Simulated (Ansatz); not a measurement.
# HfN: the cost of one run

Program: Ansatz 0.2.0. Level of theory: DFT PBEsol, scalar-relativistic, plane waves, PAW. These are calculated values, not measurements.

4 further runs of the same task are left out: 2 that didn't finish, 2 set aside as unsound or not needed.

### Step 1. The system as given

It takes space group P6_3/mmc (No. 194, hexagonal). Conventional cell: a = 3.126 Å, b = 3.126 Å, c = 5.397 Å, α = 90.00°, β = 90.00°, γ = 120.00°. Around Hf (site symmetry -6m2) lie 6 N at 2.25 Å. Around N (site symmetry -3m) lie 6 Hf at 2.25 Å.

Coordinates:

```
CELL_PARAMETERS angstrom
3.12649 0.00000 0.00000
-1.56324 2.70762 0.00000
0.00000 0.00000 5.39657
ATOMIC_POSITIONS crystal
Hf 0.66667 0.33333 0.75000
Hf 0.33333 0.66667 0.25000
N 0.00000 0.00000 0.00000
N 0.00000 0.00000 0.50000
```

It goes back to an entry of the Materials Project, which need not be the stable form.

This cell was relaxed beforehand with the same method: volume 11.42 Å³/atom, gap on the mesh none (metal).

### Step 2. Relaxing at 3 GPa

What is minimised here is the enthalpy; the energy can go up as the cell is squeezed.

input.yaml

```yaml
crystal:
  lattice:
    - [3.1264864975, 0.0, 0.0]
    - [-1.5632432488, 2.7076167314, 0.0]
    - [0.0, 0.0, 5.3965710661]
  atoms:
    - { symbol: Hf, position: [0.6666666667, 0.3333333333, 0.75] }
    - { symbol: Hf, position: [0.3333333333, 0.6666666667, 0.25] }
    - { symbol: "N", position: [0.0, 0.0, 0.0] }
    - { symbol: "N", position: [0.0, 0.0, 0.5] }
basis:
  ecutwfc: 420
kpoints:
  mp_grid: { grid: [18, 18, 8] }
hamiltonian:
  xc: pbesol
scf:
  occupations: { method: fermi_dirac, width: 0.15 }
output:
  forces: true
  stress: true
  eigenvalues: true
relax:
  adjacent_minimum: "off"
  f_tol: 0.001
  max_steps: 60
  cell: { stress_tol: 0.02, p_target: 3.0 }
```

Started as:

```console
ansatz run input.yaml --threads 1 --pin off --max-ram 3072MiB --backend cpu --events-out ev --progress --plain --runs-dir out
```

**Question.** How long does this run take on 1 thread of Intel Xeon Platinum 8259CL at 2.50GHz (Skylake/Cascade Lake), shared host, and how much memory does it need?

About 2 min, with a peak of 0.59 GiB.
